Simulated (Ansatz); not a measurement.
# Bands of InSe

```
In Se
1.0
     2.00000    1.15470    8.31667
    -2.00000    1.15470    8.31667
     0.00000   -2.30940    8.31667
In Se
2 2
Direct
  0.00000 0.00000 0.00000
  0.11220 0.11220 0.11220
  0.61550 0.61550 0.61550
  0.83000 0.83000 0.83000
```

Atom numbers follow the list: In1, In2, Se3, Se4.

The cell is COD entry 1534648, which may be a prediction rather than a measurement; nothing was relaxed.

Spin–orbit coupling is left out, though it moves levels of the heavy atoms by tenths of an eV or more.

These are results of DFT, PBEsol, all-electron LAPW, scalar-relativistic (Ansatz 0.2.0), not measurements.

Numerical set-up: a Γ-centred 7×7×7 k mesh, Fermi–Dirac smearing of 0.01 eV, basis error target 1 meV/atom, no spin polarisation.

Points in fractions of the reciprocal vectors of this cell: Γ (0, 0, 0), T (-0.5, -0.5, -0.5), H2 (-0.5, -0.18, -0.82), H0 (-0.18, 0.18, -0.5), L (0, 0, -0.5), S0 (0, 0.34, -0.34), S2 (-0.34, 0, -0.66), F (-0.5, 0, -0.5). The path joins them by straight lines in the order Γ–T–H2–H0–L–Γ–S0–S2–F; legs that retrace an earlier one aren't tabulated. Energies are in eV from the top of the valence band.

Q: Is there a gap, and where are the band edges?

A: 0.30 eV, direct at T (-0.5, -0.5, -0.5) (so small a gap may close at points that the mesh and path miss).

Q: List the levels between -8 and 6 eV at the symmetry points.

A: 
Γ: -6.44, -3.47, -1.64, -1.36 (×2), -1.23 (×2), 1.70, 1.98, 4.31 (×2), 5.03, 5.40 (×2)
T: -6.05, -4.46, -1.43 (×2), -1.15 (×2), 0.00, 0.30, 2.06, 4.21 (×2), 5.55 (×2), 5.65
H2: -6.32, -5.59, -4.09, -3.74, -2.60, -2.32, -1.80, 1.58, 2.39, 3.26, 4.32, 5.62
H0: -6.32, -5.59, -4.09, -3.74, -2.60, -2.32, -1.80, 1.58, 2.39, 3.26, 4.32, 5.62
L: -6.52, -5.72, -3.57, -2.49, -2.41, -2.25, -1.72, 1.05, 1.92, 3.56, 3.91, 4.73
S0: -6.31, -5.59, -4.09, -3.76, -2.64, -2.29, -1.77, 1.65, 2.27, 3.31, 4.28, 5.64
S2: -6.31, -5.59, -4.09, -3.76, -2.64, -2.29, -1.77, 1.65, 2.27, 3.31, 4.28, 5.64
F: -6.45, -5.85, -3.31, -2.75, -2.58, -2.05, -1.55, 1.04, 1.92, 3.19, 3.45, 4.26
